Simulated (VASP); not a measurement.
# AlN (P6_3mc) in VASP: further runs

One crystal, AlN, is run at these levels: PBE+D3(BJ); tasks: relaxation of cell and atoms, relaxation of shape and atoms at fixed volume.

All numbers are computed with VASP 6.6.1; they aren't measurements. Logs are shortened: lines on timing, memory, paths and dates and some standing lists are left out, and cuts for length are marked.

### 1 Starting point

The structure is hexagonal, space group P6_3mc (No. 186). Conventional cell: a = 3.113 Å, b = 3.113 Å, c = 4.981 Å, α = 90.00°, β = 90.00°, γ = 120.00°. Al (site symmetry 3m) is surrounded by 4 N at 1.89 Å. Around N (site symmetry 3m) lie 4 Al at 1.89 Å.

### 2 Relaxation of cell and atoms, PBE+D3(BJ)

INCAR reads:

```
  ALGO = Normal
  EDIFF = 1E-6
  EDIFFG = -0.01
  ENCUT = 600
  GGA = PE
  IBRION = 2
  ISIF = 3
  ISMEAR = 0
  IVDW = 12
  LASPH = T
  LCHARG = F
  LREAL = F
  LWAVE = F
  NELM = 80
  NSW = 90
  PREC = Accurate
  SIGMA = 0.03
```

KPOINTS reads:

```
k-points
0
Gamma
  12 12 6
```

POSCAR reads:

```
AlN
1.0
    3.1130000000      0.0000000000      0.0000000000
   -1.5565000000      2.6959370820      0.0000000000
    0.0000000000      0.0000000000      4.9810000000
Al N
2 2
Direct
    0.3333333333      0.6666666667      0.0000000000
    0.6666666667      0.3333333333      0.5000000000
    0.3333333333      0.6666666667      0.3800000000
    0.6666666667      0.3333333333      0.8800000000
```

Potentials or basis: VASP PAW PBE potentials, release 64 (Al, N).

Launch:

```
cat potpaw_PBE.64/Al/POTCAR potpaw_PBE.64/N/POTCAR > POTCAR
mpirun -np 1 vasp_std > vasp.out
```

OUTCAR:

```text
EDIFF = 1E-6
   EDIFFG = -0.01
   ENCUT = 600
   GGA = PE
   IBRION = 2
   ISIF = 3
   ISMEAR = 0
   IVDW = 12
   LASPH = T
   LREAL = F
   NELM = 80
   NSW = 90
   PREC = Accurate
 IVDW          = 12

 ion  position               nearest neighbor table
   1  0.333  0.667  0.000-   3 1.89   4 1.89   4 1.89   4 1.89   2 3.07   2 3.07   2 3.07   2 3.07
                             2 3.07   2 3.07
   2  0.667  0.333  0.500-   4 1.89   3 1.89   3 1.89   3 1.89   1 3.07   1 3.07   1 3.07   1 3.07
                             1 3.07   1 3.07
   3  0.333  0.667  0.380-   1 1.89   2 1.89   2 1.89   2 1.89
   4  0.667  0.333  0.880-   2 1.89   1 1.89   1 1.89   1 1.89

  LATTYP: Found a hexagonal cell.
 ALAT       =     3.1130000000
 C/A-ratio  =     1.6000642467

  Lattice vectors:

 A1 = (   3.1130000000,   0.0000000000,   0.0000000000)
 A2 = (  -1.5565000000,   2.6959370820,   0.0000000000)
 A3 = (   0.0000000000,   0.0000000000,   4.9810000000)

Analysis of symmetry for initial positions (statically):
=====================================================================
 Subroutine PRICEL returns:
 Original cell was already a primitive cell.

 Routine SETGRP: Setting up the symmetry group for a
 hexagonal supercell.

 Subroutine GETGRP returns: Found 12 space group operations
 (whereof  6 operations were pure point group operations)
 out of a pool of 24 trial point group operations.

The static configuration has the point symmetry C_3v.
 The point group associated with its full space group is C_6v.

Analysis of symmetry for dynamics (positions and initial velocities):
=====================================================================
 Subroutine PRICEL returns:
 Original cell was already a primitive cell.

 Routine SETGRP: Setting up the symmetry group for a
 hexagonal supercell.

 Subroutine GETGRP returns: Found 12 space group operations
 (whereof  6 operations were pure point group operations)
 out of a pool of 24 trial point group operations.

The dynamic configuration has the point symmetry C_3v.
 The point group associated with its full space group is C_6v.

 Subroutine INISYM returns: Found 12 space group operations
 (whereof  6 operations are pure point group operations),
 and found     1 'primitive' translations

----------------------------------------------------------------------------------------

                                     Primitive cell

  volume of cell :      41.8028

  direct lattice vectors                    reciprocal lattice vectors
     3.113000000  0.000000000  0.000000000     0.321233537  0.185464269  0.000000000
    -1.556500000  2.695937082  0.000000000     0.000000000  0.370928538  0.000000000
     0.000000000  0.000000000  4.981000000     0.000000000  0.000000000  0.200762899

  length of vectors
     3.113000000  3.113000000  4.981000000     0.370928538  0.370928538  0.200762899

  position of ions in fractional coordinates (direct lattice)
     0.333333333  0.666666667  0.000000000
     0.666666667  0.333333333  0.500000000
     0.333333333  0.666666667  0.380000000
     0.666666667  0.333333333  0.880000000

  ion indices of the primitive-cell ions
   primitive index   ion index
                 1           1
                 2           2
                 3           3
                 4           4

----------------------------------------------------------------------------------------

 KPOINTS: k-points

Automatic generation of k-mesh.
 Grid dimensions read from file:
 generate k-points for:   12   12    6

 Generating k-lattice:

  Cartesian coordinates                     Fractional coordinates (reciprocal lattice)
     0.026769461  0.015455356  0.000000000     0.083333333  0.000000000  0.000000000
     0.000000000  0.030910711  0.000000000     0.000000000  0.083333333  0.000000000
     0.000000000  0.000000000  0.033460483     0.000000000  0.000000000  0.166666667

  Length of vectors
     0.030910711  0.030910711  0.033460483

  Shift w.r.t. Gamma in fractional coordinates (k-lattice)
     0.000000000  0.000000000  0.000000000

 Subroutine IBZKPT returns following result:
 ===========================================

 Found     76 irreducible k-points:

 Following reciprocal coordinates:
            Coordinates               Weight
  0.000000  0.000000  0.000000      1.000000
  0.083333  0.000000  0.000000      6.000000
  0.166667  0.000000  0.000000      6.000000
  0.250000  0.000000  0.000000      6.000000
  0.333333  0.000000  0.000000      6.000000
  0.416667  0.000000  0.000000      6.000000
[... 16 lines left out ...]
  0.250000  0.000000  0.166667     12.000000
  0.333333  0.000000  0.166667     12.000000
 [... further k-points ...]
   k-points           NKPTS =     76   k-points in BZ     NKDIM =     76   number of bands    NBANDS=     12
   number of dos      NEDOS =    301   number of ions     NIONS =      4
   total plane-waves  NPLWV =  31360
   dimension x,y,z NGX =    28 NGY =   28 NGZ =   40
   dimension x,y,z NGXF=    56 NGYF=   56 NGZF=   80
   ions per type =               2   2
   NGX,Y,Z   is equivalent  to a cutoff of  14.95, 14.95, 13.35 a.u.
   NGXF,Y,Z  is equivalent  to a cutoff of  29.91, 29.91, 26.70 a.u.
 SYSTEM =  unknown system
   PREC   = accura    normal or accurate (medium, high low for compatibility)
   ISTART =      0    job   : 0-new  1-cont  2-samecut
   ICHARG =      2    charge: 1-file 2-atom 10-const
   ISPIN  =      1    spin polarized calculation?
   LNONCOLLINEAR =      F non collinear calculations
   LSORBIT =      F    spin-orbit coupling
   LASPH  =      T    aspherical Exc in radial PAW
   ENCUT  =  600.0 eV  44.10 Ry    6.64 a.u.   6.22  6.22  9.95*2*pi/ulx,y,z
   NELM   =     80;   NELMIN=  2; NELMDL= -5     # of ELM steps
   EDIFF  = 0.1E-05   stopping-criterion for ELM
   LREAL  =      F    real-space projection
   EDIFFG = -.1E-01   stopping-criterion for IOM
   NSW    =     90    number of steps for IOM
   IBRION =      2    ionic relax: 0-MD 1-quasi-New 2-CG
   NFREE  =      1    steps in history (QN), initial steepest desc. (CG)
   ISIF   =      3    stress and relaxation
   ISYM   =      2    0-nonsym 1-usesym 2-fastsym
   POTIM  = 0.5000    time-step for ionic-motion
   TEBEG  =    0.0;   TEEND  =   0.0 temperature during run
   PSTRESS=    0.0 pullay stress
   NELECT =      16.0000    total number of electrons
   NUPDOWN=      -1.0000    fix difference up-down
   EMIN   =  10.00;   EMAX   =-10.00  energy-range for DOS
   EFERMI =   0.00;   METHOD = LEGACY
   ISMEAR =     0;   SIGMA  =   0.03  broadening in eV -4-tet -1-fermi 0-gaus
   EFERMI_NEDOS =   21; number of points for ismear=-14 and -15
   IALGO  =     38    algorithm
   IMIX   =      4    mixing-type and parameters
     AMIX     =   0.40;   BMIX     =  1.00
     AMIX_MAG =   1.60;   BMIX_MAG =  1.00
  volume/ion in A,a.u.               =      10.45        70.52
  Fermi-wavevector in a.u.,A,eV,Ry     =   1.188629  2.246183 19.222843  1.412839
  Thomas-Fermi vector in A             =   2.324754
   LORBIT       =      0    0 simple, 1 ext, 2 COOP (PROOUT), +10 PAW based schemes
   GGA     = PE    functional components
   LHFCALC =     F    Hartree Fock is set to
   AEXX    =    0.0000 exact exchange contribution
   IVDW    =    12    specifies the selected vdW correction
   LEPSILON=     F    determine dielectric tensor
   LRPA    =     F    only Hartree local field effects (RPA)
 conjugate gradient relaxation of ions
 non-spin polarized calculation
 Gauss-broadening in eV      SIGMA  =   0.03
  energy-cutoff  :      600.00
  volume of cell :       41.80
 maximum number of plane-waves:      1412
 NGX is ok and might be reduce to    28
   NGX = 13   NGY = 13   NGZ = 19

--------------------------------------- Ionic step        1  -------------------------------------------

 number of electron      16.0000000 magnetization

 Free energy of the ion-electron system (eV)
  ---------------------------------------------------
  ext. energy  EPLUGINS =         0.00000000
  ---------------------------------------------------
  free energy    TOTEN  =       -29.77433063 eV

  energy without entropy =      -29.77433063  energy(sigma->0) =      -29.77433063

------------------------ aborting loop because EDIFF is reached ----------------------------------------

 Edisp (eV)   -1.07330

 E8    (eV) :    -0.4192

  FORCE on cell =-STRESS in cart. coord.  units (eV):
  Direction    XX          YY          ZZ          XY          YZ          ZX
  --------------------------------------------------------------------------------------
  -------------------------------------------------------------------------------------
  Total      -0.38255    -0.38255     0.06039     0.00000     0.00000     0.00000
  in kB     -14.66182   -14.66182     2.31444     0.00000     0.00000     0.00000
  external pressure =       -9.00 kB  Pullay stress =        0.00 kB
[... 107 lines left out ...]
  energy  without entropy=      -30.8494147117  energy(sigma->0) =      -30.84941471

--------------------------------------- Ionic step        4  -------------------------------------------

 number of electron      15.9999999 magnetization

 Free energy of the ion-electron system (eV)
  ---------------------------------------------------
  ext. energy  EPLUGINS =         0.00000000
  ---------------------------------------------------
  free energy    TOTEN  =       -29.77065727 eV

  energy without entropy =      -29.77065727  energy(sigma->0) =      -29.77065727

 E-fermi :   6.3239     XC(G=0): -10.9288

 val. band max:        6.1889790304   @ k =   0.0000   0.0000   0.0000
 cond. band min:      10.4372044420   @ k =   0.0000   0.0000   0.0000
 fundamental gap:      4.2482254116
 Fermi energy:         6.3239269755

 k-point     1 :       0.0000    0.0000    0.0000
  band No.  band energies     occupation
      1      -9.0200      2.00000
      2      -6.8646      2.00000
      3       0.1777      2.00000
      4       5.3316      2.00000
      5       5.3316      2.00000
      6       5.9802      2.00000
      7       5.9802      2.00000
      8       6.1890      2.00000
      9      10.4372      0.00000
     10      12.8986      0.00000
     11      16.8349      0.00000
     12      17.3838      0.00000
[... 331 lines left out ...]
 k-point    24 :       0.3333    0.0000    0.1667
  band No.  band energies     occupation
      1      -7.6885      2.00000
      2      -6.4514      2.00000
      3       1.2712      2.00000
      4       2.2418      2.00000
      5       2.8472      2.00000
      6       4.4206      2.00000
      7       5.3974      2.00000
      8       5.5351      2.00000
      9      12.0677      0.00000
     10      12.8728      0.00000
     11      14.7175      0.00000
     12      16.4066      0.00000

 [... further k-points ...]

------------------------ aborting loop because EDIFF is reached ----------------------------------------

 Edisp (eV)   -1.07884

 E8    (eV) :    -0.4213

  FORCE on cell =-STRESS in cart. coord.  units (eV):
  Direction    XX          YY          ZZ          XY          YZ          ZX
  --------------------------------------------------------------------------------------
  -------------------------------------------------------------------------------------
  Total       0.02705     0.02705    -0.01338     0.00000     0.00000    -0.00000
  in kB       1.04201     1.04201    -0.51520     0.00000     0.00000    -0.00000
  external pressure =        0.52 kB  Pullay stress =        0.00 kB
[... 19 lines left out ...]
  FREE ENERGIE OF THE ION-ELECTRON SYSTEM (eV)
  ---------------------------------------------------
  free  energy   TOTEN  =       -30.8494926054 eV

  energy  without entropy=      -30.8494926054  energy(sigma->0) =      -30.84949261

 reached required accuracy - stopping structural energy minimisation
```

Wall time 81 s (1 thread of Intel Xeon Platinum 8259CL at 2.50GHz (Skylake/Cascade Lake), shared host); peak memory 0.21 GiB.

What came out:

- Free energy: -30.8495 eV
- Relaxed volume: 10.40 Å³/atom
- Relaxed cell: a = 3.106 Å, b = 3.106 Å, c = 4.978 Å, α = 90.00°, β = 90.00°, γ = 120.00°
- Space group after relaxing (to 0.05 Å): P6_3mc (No. 186)
- Energy gained by relaxing: 0.5 meV/atom
- Ionic steps: 4
- Pressure after relaxing: 0.1 GPa
- Largest force after relaxing: 0.009 eV/Å
- Band gap on the k mesh: 4.25 eV, direct
- Dispersion energy per atom: -0.270 eV

Forces in eV/Å, atoms in the order of the input:
```
Al   0.000  0.000 -0.009
Al   0.000  0.000 -0.009
N    0.000  0.000  0.009
N    0.000  0.000  0.009
```

Stress tensor (GPa, compression positive):
```
 0.10  0.00  0.00
 0.00  0.10  0.00
 0.00  0.00 -0.05
```

Step by step:
```csv
step,energy change (eV),largest force (eV/Å),pressure (GPa),volume (Å³)
1,0.0000,0.1282,-0.90,41.80
2,-0.0003,0.0927,0.84,41.45
3,-0.0018,0.0118,-0.04,41.62
4,-0.0019,0.0091,0.05,41.60
```

Final structure:
```
Al N
1.0
     3.10608    0.00000    0.00000
    -1.55304    2.68994    0.00000
     0.00000    0.00000    4.97841
Al N
2 2
Direct
  0.33333 0.66667 0.99922
  0.66667 0.33333 0.49922
  0.33333 0.66667 0.38078
  0.66667 0.33333 0.88078
```

Levels at points of the mesh, in eV from the valence-band top:
| k point | band 5 | band 6 | band 7 | band 8 | band 9 | band 10 | band 11 | band 12 |
| --- | --- | --- | --- | --- | --- | --- | --- | --- |
| (0.00, 0.00, 0.00) | -0.86 | -0.21 | -0.21 | 0.00 | 4.25 | 6.71 | 10.65 | 11.19 |
| (0.50, 0.00, 0.00) | -3.35 | -2.09 | -1.78 | -0.69 | 5.81 | 5.84 | 8.23 | 10.31 |
| (0.00, 0.00, 0.50) | -0.54 | -0.54 | -0.54 | -0.54 | 6.51 | 6.51 | 10.36 | 10.36 |
| (0.50, 0.00, 0.50) | -1.46 | -1.46 | -1.37 | -1.37 | 5.32 | 5.32 | 9.29 | 9.29 |

A k mesh can miss the band edges. Expect the measured gap to be larger: semilocal functionals such as PBE lack the derivative discontinuity.

### 3 Relaxation of cell and atoms, PBE+D3(BJ)

This run uses another cell than the first one, of 10.40 Å³/atom, 0.995 times its volume.

INCAR, as its differences from that of step 2:

```diff
@@ -1,4 +1,4 @@
   ALGO = Normal
-  EDIFF = 1E-6
-  EDIFFG = -0.01
+  EDIFF = 1E-7
+  EDIFFG = -0.005
   ENCUT = 600
```

KPOINTS is that of step 2.

POSCAR reads:

```
AlN                                     
1.0
    3.1060752338      0.0000000000      0.0000000000
   -1.5530376169      2.6899400585      0.0000000000
    0.0000000000     -0.0000000000      4.9784111341
  Al              N             
     2     2
Direct
     0.3333333332999970    0.6666666667000030    0.9992246752591140
     0.6666666667000030    0.3333333332999970    0.4992246752591140
     0.3333333332999970    0.6666666667000030    0.3807753247408886
     0.6666666667000030    0.3333333332999970    0.8807753247408886
```

Potentials or basis: VASP PAW PBE potentials, release 64 (Al, N).

Launch:

```
cat potpaw_PBE.64/Al/POTCAR potpaw_PBE.64/N/POTCAR > POTCAR
mpirun -np 1 vasp_std > vasp.out
```

OUTCAR:

```text
EDIFF = 1E-7
   EDIFFG = -0.005
   ENCUT = 600
   GGA = PE
   IBRION = 2
   ISIF = 3
   ISMEAR = 0
   IVDW = 12
   LASPH = T
   LREAL = F
   NELM = 80
   NSW = 90
   PREC = Accurate
 IVDW          = 12

 ion  position               nearest neighbor table
   1  0.333  0.667  0.999-   4 1.89   4 1.89   4 1.89   3 1.90   2 3.07   2 3.07   2 3.07   2 3.07
                             2 3.07   2 3.07
   2  0.667  0.333  0.499-   3 1.89   3 1.89   3 1.89   4 1.90   1 3.07   1 3.07   1 3.07   1 3.07
                             1 3.07   1 3.07
   3  0.333  0.667  0.381-   2 1.89   2 1.89   2 1.89   1 1.90
   4  0.667  0.333  0.881-   1 1.89   1 1.89   1 1.89   2 1.90

  LATTYP: Found a hexagonal cell.
 ALAT       =     3.1060752338
 C/A-ratio  =     1.6027979876

  Lattice vectors:

 A1 = (   3.1060752338,   0.0000000000,   0.0000000000)
 A2 = (  -1.5530376169,   2.6899400585,   0.0000000000)
 A3 = (   0.0000000000,   0.0000000000,   4.9784111341)

Analysis of symmetry for initial positions (statically):
=====================================================================
 Subroutine PRICEL returns:
 Original cell was already a primitive cell.

 Routine SETGRP: Setting up the symmetry group for a
 hexagonal supercell.

 Subroutine GETGRP returns: Found 12 space group operations
 (whereof  6 operations were pure point group operations)
 out of a pool of 24 trial point group operations.

The static configuration has the point symmetry C_3v.
 The point group associated with its full space group is C_6v.

[... 166 lines left out ...]
  free energy    TOTEN  =       -29.77037752 eV

  energy without entropy =      -29.77037752  energy(sigma->0) =      -29.77037752

------------------------ aborting loop because EDIFF is reached ----------------------------------------

 Edisp (eV)   -1.07884

 E8    (eV) :    -0.4213
[... 117 lines left out ...]
--------------------------------------- Ionic step        4  -------------------------------------------

 number of electron      15.9999999 magnetization

 Free energy of the ion-electron system (eV)
  ---------------------------------------------------
  ext. energy  EPLUGINS =         0.00000000
  ---------------------------------------------------
  free energy    TOTEN  =       -29.77066512 eV

  energy without entropy =      -29.77066512  energy(sigma->0) =      -29.77066512

 E-fermi :   6.3159     XC(G=0): -10.9278

 val. band max:        6.1948807214   @ k =   0.0000   0.0000   0.0000
 cond. band min:      10.4340718943   @ k =   0.0000   0.0000   0.0000
 fundamental gap:      4.2391911729
 Fermi energy:         6.3158839582

 k-point     1 :       0.0000    0.0000    0.0000
  band No.  band energies     occupation
      1      -9.0211      2.00000
      2      -6.8627      2.00000
      3       0.1808      2.00000
      4       5.3234      2.00000
      5       5.3234      2.00000
      6       5.9746      2.00000
      7       5.9746      2.00000
      8       6.1949      2.00000
      9      10.4341      0.00000
     10      12.8867      0.00000
     11      16.8392      0.00000
     12      17.3708      0.00000
[... 331 lines left out ...]
 k-point    24 :       0.3333   -0.0000    0.1667
  band No.  band energies     occupation
      1      -7.6907      2.00000
      2      -6.4521      2.00000
      3       1.2690      2.00000
      4       2.2413      2.00000
      5       2.8468      2.00000
      6       4.4133      2.00000
      7       5.4001      2.00000
      8       5.5308      2.00000
      9      12.0667      0.00000
     10      12.8701      0.00000
     11      14.7153      0.00000
     12      16.4010      0.00000

 [... further k-points ...]

------------------------ aborting loop because EDIFF is reached ----------------------------------------

 Edisp (eV)   -1.07857

 E8    (eV) :    -0.4212
[... 27 lines left out ...]
  FREE ENERGIE OF THE ION-ELECTRON SYSTEM (eV)
  ---------------------------------------------------
  free  energy   TOTEN  =       -30.8492399526 eV

  energy  without entropy=      -30.8492399526  energy(sigma->0) =      -30.84923995

 reached required accuracy - stopping structural energy minimisation
```

Run time: 71 s. Hardware: 1 thread of Intel Xeon Platinum 8259CL at 2.50GHz (Skylake/Cascade Lake), shared host; peak memory 0.21 GiB.

What came out:

```
Free energy                            : -30.8492 eV
Relaxed volume                         : 10.40 Å³/atom
Relaxed cell                           : a = 3.107 Å, b = 3.107 Å, c = 4.976 Å, α = 90.00°, β = 90.00°, γ = 120.00°
Space group after relaxing (to 0.05 Å) : P6_3mc (No. 186)
Energy gained by relaxing              : 0.0 meV/atom
Ionic steps                            : 4
Pressure after relaxing                : 0.0 GPa
Band gap on the k mesh                 : 4.24 eV, direct
Dispersion energy per atom             : -0.270 eV
```

Final structure:
```
Al N
1.0
     3.10726    0.00000    0.00000
    -1.55363    2.69096    0.00000
     0.00000    0.00000    4.97575
Al N
2 2
Direct
  0.33333 0.66667 0.99906
  0.66667 0.33333 0.49906
  0.33333 0.66667 0.38094
  0.66667 0.33333 0.88094
```

(Continued in part 2 of 2.)
